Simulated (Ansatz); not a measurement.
Sb in Ansatz: the effect of target pressure

The system is Sb.

```xyz
1
Lattice="-1.5765 1.5765 2.7119 1.5765 -1.5765 2.7119 1.5765 1.5765 -2.7119" Properties=species:S:1:pos:R:3 pbc="T T T"
Sb    0.0000    0.0000    0.0000
```

This isn't the form of Sb at room conditions, which is rhombohedral.

Alike in all runs:

```yaml
Program: Ansatz 0.2.0
Task: relaxation of cell and atoms
Functional: PBEsol
Potentials_or_basis: Ansatz PAW
Cutoff: "420 eV (not typed: the program's choice for these potentials)"
k_mesh: 12 × 12 × 12
Occupations: fermi-dirac, width 0.05 eV
Spin: no spin polarisation
```

Each run relaxes the cell or the atoms first.

```tsv
target pressure	relaxed volume (Å³/atom)
0 GPa	?
2 GPa	25.60
5 GPa	24.69
10 GPa	23.47
20 GPa	21.69
30 GPa	20.42
```

Question: What does the run with target pressure 0 GPa give?

Answer: Relaxed volume 26.31 Å³/atom.

Worked out: In Murnaghan's law V^(-B') rises as a straight line in P. The other rows fit best with B' = 3.9, V0 = 26.31 Å³/atom and B0 = 69 GPa, which gives 26.31 Å³/atom at 0 GPa, against the run's 26.31.

Caveats: the plane-wave basis is chosen anew once the cell has moved, so the energies of steps on either side of that aren't comparable; the PAW data sets come from PBE, with cores solved anew for the run's functional, which leaves a small shift of forces and pressure; the volume moved by over 15 % at a fixed basis, so the end points are rough (some runs).
